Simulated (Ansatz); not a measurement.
# CdS: the cost of one run

Program: Ansatz 0.2.0. Level of theory: DFT PBEsol, scalar-relativistic, plane waves, PAW. These are calculated values, not measurements.

## 1. Starting point

Symmetry: F-43m, No. 216, cubic system. Conventional cell: a = 5.823 Å, b = 5.823 Å, c = 5.823 Å, α = 90.00°, β = 90.00°, γ = 90.00°. Cd (site symmetry -43m) has 4 S at 2.52 Å as nearest neighbours. S (site symmetry -43m) has 4 Cd at 2.52 Å as nearest neighbours.

Coordinates:

```cif
data_structure
_symmetry_space_group_name_H-M 'F-43m'
_symmetry_Int_Tables_number 216
_cell_length_a 5.8232
_cell_length_b 5.8232
_cell_length_c 5.8232
_cell_angle_alpha 90.000
_cell_angle_beta 90.000
_cell_angle_gamma 90.000
_cell_volume 197.46
loop_
_atom_site_label
_atom_site_type_symbol
_atom_site_symmetry_multiplicity
_atom_site_Wyckoff_symbol
_atom_site_fract_x
_atom_site_fract_y
_atom_site_fract_z
_atom_site_occupancy
Cd1 Cd 4 a 0.00000 0.00000 0.00000 1
S1 S 4 d 0.25000 0.25000 0.75000 1
```

The cell was made up by rule, so the compound may not exist in this form.

The cell is the ideal cubic zincblende prototype; whether it is the stable structure of this composition wasn't checked.

## 2. The reference run: phonons at Γ

The input, input.yaml:

```yaml
crystal:
  lattice:
    - [0.0, 2.9116, 2.9116]
    - [2.9116, 0.0, 2.9116]
    - [2.9116, 2.9116, 0.0]
  atoms:
    - { symbol: Cd, position: [0.0, 0.0, 0.0] }
    - { symbol: S, position: [0.25, 0.25, 0.25] }
basis:
  ecutwfc: 420
kpoints:
  mp_grid: { grid: [8, 8, 8] }
hamiltonian:
  xc: pbesol
scf:
  occupations: { method: fixed }
output:
  eigenvalues: true
phonons:
  method: dfpt
  dielectric: true
  rigid_motions: translations
```

Command:

```bash
$ ansatz run input.yaml --threads 1 --pin off --max-ram 1228MiB --backend cpu --events-out ev --progress --plain --runs-dir out
```

Q: Estimate wall time and peak memory on 1 thread of an Arm CPU, shared host.

About 2.1 min, with a peak of 0.58 GiB.
